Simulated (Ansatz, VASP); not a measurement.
## Sb: VASP beside Ansatz

```
Sb
1.0
     2.15060    1.24165    3.74400
    -2.15060    1.24165    3.74400
     0.00000   -2.48330    3.74400
Sb
2
Cartesian
  0.0000 0.0000 2.6242
  0.0000 0.0000 8.6078
```

Alike in both runs: task electric field gradients; functional r2SCAN; k mesh 9 × 9 × 9; occupations fermi-dirac, width 0.05 eV; no spin polarisation.

```csv
,VASP,Ansatz
version,VASP 6.6.1,Ansatz 0.2.0
potentials or method,"VASP PAW PBE potentials, release 64 (Sb)","PAW with Ansatz's default frozen-core files, scalar-relativistic"
plane-wave cutoff (eV),520,500
valence electrons in the cell,10,30
```

```tsv
	VASP	Ansatz	Ansatz less VASP
pressure (GPa)	2.2	2.1	-0.13
largest component of the traceless stress (GPa)	0.14	0.10	-0.040
rms of the force components (eV/Å)	0.051	0.018	-0.0321
Vzz of the field gradient on the site that differs most (V/Å²)	-58.5	-61.5	-2.99
```

Atom by atom the forces differ by 0.032 eV/Å (rms over components). The two sets of potentials don't hold the same shells in valence. Ansatz warned: «gradients_without_spin_orbit».

Caveats: the PAW data sets were made with another functional, which shifts forces and pressure a little (VASP).
